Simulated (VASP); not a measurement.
Level of theory: HSEsol screened hybrid, VASP's PBE PAW potentials (set 64) (plane waves; VASP).

VASP ran on this input.

### INCAR
```
HFSCREEN = 0.2
ALGO = Normal
LHFCALC = .True.
PREC = Accurate
LWAVE = .False.
NELM = 60   ! most electronic steps
LASPH = .True.   ! aspherical one-centre terms
ISIF = 2
SYSTEM = CsI
EDIFF = 1E-6
LCHARG = .False.
AEXX = 0.25
PRECFOCK = Fast
ENCUT = 520
LMAXMIX = 4   ! l cut-off of mixed one-centre charges
SIGMA = 0.05   ! width (eV)
ISYM = 3
ISMEAR = 0
LREAL = .False.   ! projection in real space or not
GGA = PS   ! PBEsol
```

### KPOINTS
```
Automatic mesh
0
Gamma
4 4 4
0 0 0
```

POSCAR:
```
CsI
1
    4.6237404162     0.0000000000     0.0000000000
    0.0000000000     4.6237404162     0.0000000000
    0.0000000000     0.0000000000     4.6237404162
Cs I
1 1
Direct
  0.0000000000   0.0000000000   0.0000000000
  0.5000000000   0.5000000000   0.5000000000
```

POTCAR, in this order: Cs_sv I (PBE.64 set). Program: vasp_std. Read from the step before: WAVECAR.

Output

**OSZICAR**
```
       N       E                     dE             d eps       ncg     rms          rms(c)
DAV:   1    -0.655448571288E+01   -0.65545E+01   -0.50401E-01   240   0.643E+00    0.321E+00
DAV:   2    -0.655584719921E+01   -0.13615E-02   -0.62441E-03   260   0.626E-01    0.194E+00
DAV:   3    -0.655511386373E+01    0.73334E-03   -0.61316E-04   272   0.182E-01    0.113E+00
DAV:   4    -0.655487238468E+01    0.24148E-03   -0.19592E-04   252   0.986E-02    0.647E-01
DAV:   5    -0.655479472645E+01    0.77658E-04   -0.57781E-05   268   0.575E-02    0.371E-01
DAV:   6    -0.655477094120E+01    0.23785E-04   -0.15741E-05   336   0.316E-02    0.214E-01
DAV:   7    -0.655476360976E+01    0.73314E-05   -0.45686E-06   260   0.173E-02    0.123E-01
DAV:   8    -0.655476157832E+01    0.20314E-05   -0.14234E-06   144   0.107E-02    0.717E-02
DAV:   9    -0.655476142836E+01    0.14996E-06   -0.80629E-07   128   0.781E-03
   1 F= -.65547614E+01 E0= -.65547614E+01  d E =-.816764E-16
```

File OUTCAR:
```
------------------------ aborting loop because EDIFF is reached ----------------------------------------
  FORCE on cell =-STRESS in cart. coord.  units (eV):
  Direction    XX          YY          ZZ          XY          YZ          ZX
  --------------------------------------------------------------------------------------
  Total       -0.4507264     -0.4507264     -0.4507264     -0.0000000     -0.0000000      0.0000000
  in kB       -7.3053871     -7.3053871     -7.3053871     -0.0000000     -0.0000000      0.0000000
  external PRESSURE =      -7.3053871 kB  Pullay stress =       0.0000000 kB
  volume of cell :       98.85
      direct lattice vectors                 reciprocal lattice vectors
     4.623740416  0.000000000  0.000000000     0.216275117  0.000000000  0.000000000
     0.000000000  4.623740416  0.000000000     0.000000000  0.216275117  0.000000000
     0.000000000  0.000000000  4.623740416     0.000000000  0.000000000  0.216275117
 POSITION                                       TOTAL-FORCE (eV/Angst)
 -----------------------------------------------------------------------------------
      0.00000      0.00000      0.00000         0.000000      0.000000      0.000000
      2.31187      2.31187      2.31187         0.000000      0.000000      0.000000
 -----------------------------------------------------------------------------------
    total drift:                                0.000001      0.000001      0.000001
  FREE ENERGIE OF THE ION-ELECTRON SYSTEM (eV)
  ---------------------------------------------------
  free  energy   TOTEN  =        -6.5547614284 eV

  energy  without entropy=       -6.5547614284  energy(sigma->0) =       -6.55476143

  exchange ACFDT corr.  =         0.00000000  see jH, gK, PRB 81, 115126
```
(Selected blocks of OUTCAR.)

The compound is CsI in the CsCl type structure. This cell is one point of a volume scan, at 0.97 of the reference volume. The cell's shape comes from a PBE relaxation.
